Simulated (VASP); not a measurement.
# Cu (I4/mmm) in VASP: a series of runs

The runs below take Cu through relaxation of cell and atoms, with PBE, PBE+D3(BJ), PBEsol.

All numbers are computed with VASP 6.6.1; they aren't measurements. Logs are shortened: lines on timing, memory, paths and dates and some standing lists are left out, and cuts for length are marked.

**1. The crystal as given**

The structure is tetragonal, space group I4/mmm (No. 139). The conventional cell has a = 2.886 Å, b = 2.886 Å, c = 2.752 Å, α = 90.00°, β = 90.00°, γ = 90.00°. Around Cu (site symmetry 4/mmm) lie 10 Cu at 2.46 to 2.75 Å.

This isn't the form of Cu at room conditions, which is fcc.

**2. Relaxation of cell and atoms, PBE**

File INCAR:

```
SYSTEM = Cu
PREC = Accurate ; ENCUT = 600
EDIFF = 1E-7 ; ISMEAR = 0
SIGMA = 0.1 ; LREAL = .False.
LASPH = .True. ; NELM = 100
ALGO = Fast ; ISIF = 3
LWAVE = .False. ; LCHARG = .False.
GGA = PE ; IBRION = 2
NSW = 90 ; EDIFFG = -0.005
```

File KPOINTS:

```
regular mesh
0
Gamma
  20 20 20
  0 0 0
```

File POSCAR:

```
Cu
1.0
   -1.4427933200      1.4427933200      1.3760814500
    1.4427933200     -1.4427933200      1.3760814500
    1.4427933200      1.4427933200     -1.3760814500
Cu
1
Direct
    0.0000000000      0.0000000000      0.0000000000
```

Potentials or basis: VASP PAW PBE potentials, release 64 (Cu).

Command:

```
$ cat potpaw_PBE.64/Cu/POTCAR > POTCAR
$ mpirun -np 1 vasp_std > vasp.out
```

OUTCAR:

```text
SYSTEM = Cu
   PREC = Accurate
   ENCUT = 600
   EDIFF = 1E-7
   ISMEAR = 0
   LREAL = .False.
   LASPH = .True.
   NELM = 100
   ISIF = 3
   GGA = PE
   IBRION = 2
   NSW = 90
   EDIFFG = -0.005

 ion  position               nearest neighbor table
   1  0.000  0.000  0.000-

  LATTYP: Found a body centered tetragonal cell.
 ALAT       =     2.8855866400
 C/A-ratio  =     0.9537620052

  Lattice vectors:

 A1 = (  -1.4427933200,   1.4427933200,   1.3760814500)
 A2 = (   1.4427933200,  -1.4427933200,   1.3760814500)
 A3 = (   1.4427933200,   1.4427933200,  -1.3760814500)

Analysis of symmetry for initial positions (statically):
=====================================================================
 Subroutine PRICEL returns:
 Original cell was already a primitive cell.

 Routine SETGRP: Setting up the symmetry group for a
 body centered tetragonal supercell.

 Subroutine GETGRP returns: Found 16 space group operations
 (whereof 16 operations were pure point group operations)
 out of a pool of 16 trial point group operations.

The static configuration has the point symmetry D_4h.

Analysis of symmetry for dynamics (positions and initial velocities):
=====================================================================
 Subroutine PRICEL returns:
 Original cell was already a primitive cell.

 Routine SETGRP: Setting up the symmetry group for a
 body centered tetragonal supercell.

 Subroutine GETGRP returns: Found 16 space group operations
 (whereof 16 operations were pure point group operations)
 out of a pool of 16 trial point group operations.

The dynamic configuration has the point symmetry D_4h.

 Subroutine INISYM returns: Found 16 space group operations
 (whereof 16 operations are pure point group operations),
 and found     1 'primitive' translations

----------------------------------------------------------------------------------------

                                     Primitive cell

  volume of cell :      11.4581

  direct lattice vectors                    reciprocal lattice vectors
    -1.442793320  1.442793320  1.376081450     0.000000000  0.346549983  0.363350585
     1.442793320 -1.442793320  1.376081450     0.346549983  0.000000000  0.363350585
     1.442793320  1.442793320 -1.376081450     0.346549983  0.346549983  0.000000000

  length of vectors
     2.461078074  2.461078074  2.461078074     0.502116060  0.502116060  0.490095685

  position of ions in fractional coordinates (direct lattice)
     0.000000000  0.000000000  0.000000000

  ion indices of the primitive-cell ions
   primitive index   ion index
                 1           1

----------------------------------------------------------------------------------------

 KPOINTS: regular mesh

Automatic generation of k-mesh.
 Grid dimensions read from file:
 generate k-points for:   20   20   20

 Generating k-lattice:

  Cartesian coordinates                     Fractional coordinates (reciprocal lattice)
     0.000000000  0.017327499  0.018167529     0.050000000 -0.000000000  0.000000000
     0.017327499  0.000000000  0.018167529    -0.000000000  0.050000000  0.000000000
     0.017327499  0.017327499  0.000000000     0.000000000  0.000000000  0.050000000

  Length of vectors
     0.025105803  0.025105803  0.024504784

  Shift w.r.t. Gamma in fractional coordinates (k-lattice)
     0.000000000  0.000000000  0.000000000

 Subroutine IBZKPT returns following result:
 ===========================================

 Found    641 irreducible k-points:

 Following reciprocal coordinates:
            Coordinates               Weight
  0.000000  0.000000  0.000000      1.000000
  0.050000 -0.000000  0.000000      8.000000
  0.100000 -0.000000  0.000000      8.000000
  0.150000 -0.000000  0.000000      8.000000
  0.200000 -0.000000  0.000000      8.000000
  0.250000 -0.000000  0.000000      8.000000
[... 16 lines left out ...]
 -0.400000  0.050000 -0.000000     16.000000
 -0.350000  0.050000  0.000000     16.000000
 [... further k-points ...]
   k-points           NKPTS =    641   k-points in BZ     NKDIM =    641   number of bands    NBANDS=      9
   number of dos      NEDOS =    301   number of ions     NIONS =      1
   total plane-waves  NPLWV =   8000
   dimension x,y,z NGX =    20 NGY =   20 NGZ =   20
   dimension x,y,z NGXF=    40 NGYF=   40 NGZF=   40
   ions per type =               1
   NGX,Y,Z   is equivalent  to a cutoff of  13.51, 13.51, 13.51 a.u.
   NGXF,Y,Z  is equivalent  to a cutoff of  27.02, 27.02, 27.02 a.u.
 SYSTEM =  Cu
   PREC   = accura    normal or accurate (medium, high low for compatibility)
   ISTART =      0    job   : 0-new  1-cont  2-samecut
   ICHARG =      2    charge: 1-file 2-atom 10-const
   ISPIN  =      1    spin polarized calculation?
   LNONCOLLINEAR =      F non collinear calculations
   LSORBIT =      F    spin-orbit coupling
   LASPH  =      T    aspherical Exc in radial PAW
[... 19 lines left out ...]
   IALGO  =     68    algorithm
   IMIX   =      4    mixing-type and parameters
     AMIX     =   0.40;   BMIX     =  1.00
     AMIX_MAG =   1.60;   BMIX_MAG =  1.00
  volume/ion in A,a.u.               =      11.46        77.32
  Fermi-wavevector in a.u.,A,eV,Ry     =   1.614984  3.051878 35.486359  2.608174
  Thomas-Fermi vector in A             =   2.709805
   LORBIT       =      0    0 simple, 1 ext, 2 COOP (PROOUT), +10 PAW based schemes
   GGA     = PE    functional components
   LHFCALC =     F    Hartree Fock is set to
   AEXX    =    0.0000 exact exchange contribution
   IVDW    =     0    specifies the selected vdW correction
   LEPSILON=     F    determine dielectric tensor
   LRPA    =     F    only Hartree local field effects (RPA)
 conjugate gradient relaxation of ions
 non-spin polarized calculation
 RMM-DIIS sequential band-by-band and
 Gauss-broadening in eV      SIGMA  =   0.10
  energy-cutoff  :      600.00
  volume of cell :       11.46
 maximum number of plane-waves:       400
   NGX =  9   NGY =  9   NGZ =  9

--------------------------------------- Ionic step        1  -------------------------------------------

 number of electron      11.0000000 magnetization

 Free energy of the ion-electron system (eV)
  ---------------------------------------------------
  ext. energy  EPLUGINS =         0.00000000
  ---------------------------------------------------
  free energy    TOTEN  =        -3.67737751 eV

  energy without entropy =       -3.67510158  energy(sigma->0) =       -3.67623955

------------------------ aborting loop because EDIFF is reached ----------------------------------------

  FORCE on cell =-STRESS in cart. coord.  units (eV):
  Direction    XX          YY          ZZ          XY          YZ          ZX
  --------------------------------------------------------------------------------------
  -------------------------------------------------------------------------------------
  Total        0.5762240      0.5762240      0.5428841      0.0000000     -0.0000000      0.0000000
  in kB       80.5730014     80.5730014     75.9111093      0.0000000     -0.0000000      0.0000000
  external PRESSURE =      79.0190374 kB  Pullay stress =       0.0000000 kB
[... 86 lines left out ...]
  FREE ENERGIE OF THE ION-ELECTRON SYSTEM (eV)
  ---------------------------------------------------
  free  energy   TOTEN  =        -3.6915147256 eV

  energy  without entropy=       -3.6891004308  energy(sigma->0) =       -3.69030758

[... ionic steps 4 to 18 ...]

--------------------------------------- Ionic step       19  -------------------------------------------

 number of electron      10.9999992 magnetization

------------------------ aborting loop because EDIFF is reached ----------------------------------------

  FORCE on cell =-STRESS in cart. coord.  units (eV):
  Direction    XX          YY          ZZ          XY          YZ          ZX
  --------------------------------------------------------------------------------------
  -------------------------------------------------------------------------------------
  Total        0.0059044      0.0059044      0.0038104      0.0000000      0.0000000      0.0000000
  in kB        0.7841206      0.7841206      0.5060359      0.0000000      0.0000000      0.0000000
  external PRESSURE =       0.6914257 kB  Pullay stress =       0.0000000 kB
[... 55 lines left out ...]
  energy  without entropy=       -3.6894271364  energy(sigma->0) =       -3.69060151

--------------------------------------- Ionic step       21  -------------------------------------------

 number of electron      10.9999992 magnetization

 Free energy of the ion-electron system (eV)
  ---------------------------------------------------
  ext. energy  EPLUGINS =         0.00000000
  ---------------------------------------------------
  free energy    TOTEN  =        -3.69177592 eV

  energy without entropy =       -3.68942721  energy(sigma->0) =       -3.69060157

 E-fermi :   7.3203     XC(G=0): -12.6038

 val. band max:        7.3201842474   @ k =  -0.1000   0.4500   0.1000
 cond. band min:       7.3225969195   @ k =   0.5000   0.1500   0.1000
 fundamental gap:      0.0024126721
 Fermi energy:         7.3202794066

 k-point     1 :       0.0000    0.0000    0.0000
  band No.  band energies     occupation
      1      -1.8601      2.00000
      2       4.1285      2.00000
      3       4.3822      2.00000
      4       4.3822      2.00000
      5       5.1110      2.00000
      6       5.3802      2.00000
      7      31.4137      0.00000
      8      31.4137      0.00000
      9      33.2323      0.00000
[... 265 lines left out ...]
 k-point    24 :      -0.3500    0.0500    0.0000
  band No.  band energies     occupation
      1       1.5983      2.00000
      2       3.7123      2.00000
      3       4.4086      2.00000
      4       5.2199      2.00000
      5       5.3302      2.00000
      6       5.5498      2.00000
      7      17.5957      0.00000
      8      24.1857      0.00000
      9      25.7472      0.00000

 [... further k-points ...]
[... 5 lines left out ...]
  --------------------------------------------------------------------------------------
  -------------------------------------------------------------------------------------
  Total        0.0011260      0.0011260     -0.0046361      0.0000000      0.0000000      0.0000000
  in kB        0.1495353      0.1495353     -0.6156877      0.0000000      0.0000000      0.0000000
  external PRESSURE =      -0.1055390 kB  Pullay stress =       0.0000000 kB
[... 16 lines left out ...]
  FREE ENERGIE OF THE ION-ELECTRON SYSTEM (eV)
  ---------------------------------------------------
  free  energy   TOTEN  =        -3.6917759221 eV

  energy  without entropy=       -3.6894272098  energy(sigma->0) =       -3.69060157

 reached required accuracy - stopping structural energy minimisation
```

It took 4.6 min on 1 thread of Intel Xeon 6975P-C (Granite Rapids), shared host; peak memory 0.25 GiB.

Results:

```yaml
Free_energy: -3.6918 eV
Relaxed_volume: 12.06 Å³/atom
Relaxed_cell: a = 2.505 Å, b = 2.505 Å, c = 2.505 Å, α = 107.74°, β = 107.74°, γ = 112.99°
Space_group_after_relaxing_to_0.05_Å: I4/mmm (No. 139)
Energy_gained_by_relaxing: 14.4 meV/atom
Ionic_steps: 21
Pressure_after_relaxing: 0.0 GPa
Band_gap_on_the_k_mesh: none (metal or under the smearing width)
```

The path:
| step | energy change (eV) | largest force (eV/Å) | pressure (GPa) | volume (Å³) |
| --- | --- | --- | --- | --- |
| 1 | 0.0000 | 0.0000 | 7.90 | 11.46 |
| 2 | -0.0099 | 0.0000 | -3.63 | 12.42 |
| 3 | -0.0141 | 0.0000 | -0.05 | 12.06 |
| 4 | -0.0141 | 0.0000 | 0.48 | 12.05 |
| 5 | -0.0142 | 0.0000 | -0.03 | 12.05 |
| 6 | -0.0143 | 0.0000 | -0.30 | 12.06 |
| 7 | -0.0144 | 0.0000 | -0.79 | 12.08 |
| 8 | -0.0144 | 0.0000 | -0.02 | 12.07 |
| 9 | -0.0144 | 0.0000 | -0.04 | 12.07 |
| 10 | -0.0144 | 0.0000 | 0.00 | 12.06 |
| 11 | -0.0144 | 0.0000 | 0.39 | 12.06 |
| 12 | -0.0144 | 0.0000 | 0.04 | 12.06 |
| 13 | -0.0144 | 0.0000 | 0.16 | 12.06 |
| 14 | -0.0144 | 0.0000 | 0.07 | 12.06 |
| 15 | -0.0144 | 0.0000 | 0.03 | 12.06 |
| 16 | -0.0144 | 0.0000 | 0.07 | 12.06 |
| 17 | -0.0144 | 0.0000 | 0.36 | 12.06 |
| 18 | -0.0144 | 0.0000 | 0.64 | 12.06 |
| 19 | -0.0144 | 0.0000 | 0.07 | 12.06 |
| 20 | -0.0144 | 0.0000 | 0.06 | 12.06 |
| 21 | -0.0144 | 0.0000 | -0.01 | 12.06 |

Final structure:
```xyz
1
Lattice="-1.4769 1.4769 1.3827 1.4769 -1.4769 1.3827 1.4769 1.4769 -1.3827" Properties=species:S:1:pos:R:3 pbc="T T T"
Cu    0.0000    0.0000    0.0000
```

**3. Relaxation of cell and atoms, PBE+D3(BJ)**

INCAR, as its differences from that of step 2:

```diff
@@ -7,3 +7,4 @@
 LWAVE = .False. ; LCHARG = .False.
-GGA = PE ; IBRION = 2
-NSW = 90 ; EDIFFG = -0.005
+GGA = PE ; IVDW = 12
+IBRION = 2 ; NSW = 90
+EDIFFG = -0.005
```

KPOINTS is that of step 2.

POSCAR is that of step 2.

Potentials or basis: VASP PAW PBE potentials, release 64 (Cu).

Command:

```
$ cat potpaw_PBE.64/Cu/POTCAR > POTCAR
$ mpirun -np 1 vasp_std > vasp.out
```

It took 2.3 min on 1 thread of Intel Xeon 6975P-C (Granite Rapids), shared host; peak memory 0.23 GiB.

It converged, with:

```
Free energy                            : -4.2789 eV
Relaxed volume                         : 11.40 Å³/atom
Relaxed cell                           : a = 2.457 Å, b = 2.457 Å, c = 2.457 Å, α = 107.95°, β = 107.95°, γ = 112.56°
Space group after relaxing (to 0.05 Å) : I4/mmm (No. 139)
Energy gained by relaxing              : 0.3 meV/atom
Ionic steps                            : 6
Pressure after relaxing                : 0.0 GPa
Band gap on the k mesh                 : none (metal or under the smearing width)
Dispersion energy per atom             : -0.605 eV
```

The path:
```csv
step,energy change (eV),largest force (eV/Å),pressure (GPa),volume (Å³)
1,0.0000,0.0000,-0.87,11.46
2,-0.0001,0.0000,0.55,11.36
3,-0.0002,0.0000,0.05,11.39
4,-0.0002,0.0000,1.18,11.39
5,-0.0003,0.0000,-0.17,11.39
6,-0.0003,0.0000,-0.04,11.40
```

Final structure:
```
CELL_PARAMETERS angstrom
-1.44521 1.44521 1.36411
1.44521 -1.44521 1.36411
1.44521 1.44521 -1.36411
ATOMIC_POSITIONS crystal
Cu 0.00000 0.00000 0.00000
```

Levels at points of the mesh, in eV from the Fermi level:
```
           k point  band 3  band 4  band 5  band 6  band 7  band 8  band 9
(0.00, 0.00, 0.00)   -3.14   -3.14   -2.31   -2.05   24.78   24.78   26.35
(0.50, 0.00, 0.00)   -2.19   -1.94   -1.39   -0.52    4.77   17.31   17.46
(0.50, 0.50, 0.00)   -2.38   -2.11   -1.42   -0.98    4.12   18.84   19.21
(0.50, 0.50, 0.50)   -1.59   -1.59   -1.53    7.63    7.63    9.90   13.28
```

Caveat: pairwise dispersion overbinds metals, which lowers pressure and volume.

**4. Relaxation of cell and atoms, PBEsol**

File INCAR:

```
SYSTEM = Cu
PREC = Accurate ; ENCUT = 300
EDIFF = 1E-7 ; ISMEAR = 0
SIGMA = 0.1 ; LREAL = .False.
LASPH = .True. ; NELM = 100
ALGO = Fast ; ISIF = 3
LWAVE = .False. ; LCHARG = .False.
GGA = PS ; IBRION = 2
NSW = 90 ; EDIFFG = -0.005
```

KPOINTS is that of step 3.

POSCAR is that of step 3.

Command:

```
$ cat potpaw_PBE.64/Cu/POTCAR > POTCAR
$ mpirun -np 1 vasp_std > vasp.out
```

Run time: 44 s. Hardware: 1 thread of Intel Xeon 6975P-C (Granite Rapids), shared host; peak memory 0.17 GiB.

The run converged, but some of its settings lie outside the range that counts as converged, so its numbers aren't taken as properties of the crystal.

What came out:

| Quantity | Value |
| --- | --- |
| Free energy | -4.2712 eV |
| Relaxed volume | 11.24 Å³/atom |
| Relaxed cell | a = 2.445 Å, b = 2.445 Å, c = 2.445 Å, α = 108.08°, β = 108.08°, γ = 112.28° |
| Space group after relaxing (to 0.05 Å) | I4/mmm (No. 139) |
| Energy gained by relaxing | 2.6 meV/atom |
| Ionic steps | 10 |
| Band gap on the k mesh | none (metal or under the smearing width) |

Caveat: the cutoff is under 1.25 times the usual one of these potentials, so pressure, stress and relaxed cells hold a basis-set (Pulay) error; the PAW data sets were made with another functional, which shifts forces and pressure a little.

**5. Relaxation of cell and atoms, PBEsol**

INCAR, as its differences from that of step 4:

```diff
@@ -1,3 +1,3 @@
 SYSTEM = Cu
-PREC = Accurate ; ENCUT = 300
+PREC = Accurate ; ENCUT = 600
 EDIFF = 1E-7 ; ISMEAR = 0
```

File KPOINTS:

```
regular mesh
0
Gamma
  8 8 8
  0 0 0
```

POSCAR is that of step 4.

Command:

```
$ cat potpaw_PBE.64/Cu/POTCAR > POTCAR
$ mpirun -np 1 vasp_std > vasp.out
```

It took 51 s on 1 thread of Intel Xeon 6975P-C (Granite Rapids), shared host; peak memory 0.13 GiB.

The run converged. Its results:

```
Free energy                            : -4.2349 eV
Relaxed volume                         : 11.42 Å³/atom
Relaxed cell                           : a = 2.458 Å, b = 2.458 Å, c = 2.458 Å, α = 108.61°, β = 108.61°, γ = 111.21°
Space group after relaxing (to 0.05 Å) : I4/mmm (No. 139)
Energy gained by relaxing              : 0.2 meV/atom
Ionic steps                            : 33
Pressure after relaxing                : 0.0 GPa
Band gap on the k mesh                 : none (metal or under the smearing width)
```

Step by step:
```tsv
step	energy change (eV)	largest force (eV/Å)	pressure (GPa)	volume (Å³)
1	0.0000	0.0000	-0.08	11.46
2	-0.0001	0.0000	-0.28	11.45
3	-0.0001	0.0000	0.40	11.42
4	-0.0001	0.0000	0.04	11.42
5	-0.0001	0.0000	0.04	11.42
6	-0.0002	0.0000	-0.07	11.43
7	-0.0002	0.0000	-0.17	11.43
8	-0.0002	0.0000	-0.02	11.43
9	-0.0002	0.0000	0.35	11.42
10	-0.0002	0.0000	0.02	11.42
11	-0.0002	0.0000	-0.04	11.42
12	-0.0002	0.0000	0.08	11.42
13	-0.0002	0.0000	-0.06	11.43
14	-0.0002	0.0000	-0.19	11.43
15	-0.0002	0.0000	0.02	11.43
16	-0.0002	0.0000	-0.05	11.43
17	-0.0002	0.0000	-0.21	11.43
18	-0.0002	0.0000	0.15	11.43
19	-0.0002	0.0000	-0.17	11.43
20	-0.0002	0.0000	0.05	11.43
21	-0.0002	0.0000	-0.12	11.43
22	-0.0002	0.0000	-0.03	11.42
23	-0.0002	0.0000	-0.01	11.42
24	-0.0002	0.0000	0.03	11.42
25	-0.0002	0.0000	0.03	11.42
26	-0.0002	0.0000	0.07	11.42
27	-0.0002	0.0000	0.13	11.42
28	-0.0002	0.0000	0.14	11.42
29	-0.0002	0.0000	0.00	11.42
30	-0.0002	0.0000	-0.13	11.43
31	-0.0002	0.0000	-0.14	11.43
32	-0.0002	0.0000	0.18	11.42
33	-0.0002	0.0000	0.04	11.42
```

Final structure:
```
Cu
1.0
    -1.43416    1.43416    1.38858
     1.43416   -1.43416    1.38858
     1.43416    1.43416   -1.38858
Cu
1
Direct
  0.00000 0.00000 0.00000
```

Levels at points of the mesh, in eV from the Fermi level:
| k point | band 4 | band 5 | band 6 | band 7 | band 8 | band 9 |
| --- | --- | --- | --- | --- | --- | --- |
| (0.00, 0.00, 0.00) | -3.24 | -2.29 | -2.16 | 25.00 | 25.00 | 25.81 |
| (0.50, 0.00, 0.00) | -2.06 | -1.45 | -0.69 | 4.56 | 17.40 | 17.53 |
| (0.50, 0.50, 0.00) | -2.14 | -1.46 | -0.94 | 4.21 | 18.25 | 18.50 |
| (0.50, 0.50, 0.50) | -1.64 | -1.61 | 7.82 | 7.82 | 9.08 | 13.44 |

Caveat: the k mesh is coarse (spacing up to 0.39 Å⁻¹), so the values aren't converged; the PAW data sets were made with another functional, which shifts forces and pressure a little.

**6. Overview**

| level | k mesh | mesh quality | gap on the mesh (eV) | pressure (GPa) | relaxed volume (Å³/atom) |
| --- | --- | --- | --- | --- | --- |
| PBE | 20 × 20 × 20 | not flagged | none | 0.0 | 12.06 |
| PBE+D3(BJ) | 20 × 20 × 20 | not flagged | none | 0.0 | 11.40 |
| PBEsol | 8 × 8 × 8 | coarse | none | 0.0 | 11.42 |

Alike in all rows: task relaxation of cell and atoms; potentials or basis VASP PAW PBE potentials, release 64 (Cu); no spin polarisation; cell relaxed; cutoff (eV) 600; smearing gaussian 0.1 eV.

Caveats: some runs use coarse meshes; pairwise dispersion overbinds metals, which lowers pressure and volume (some runs); the PAW data sets were made with another functional, which shifts forces and pressure a little (some runs).

Total energies depend on the potentials used, so only differences within one code and one set of settings carry meaning.
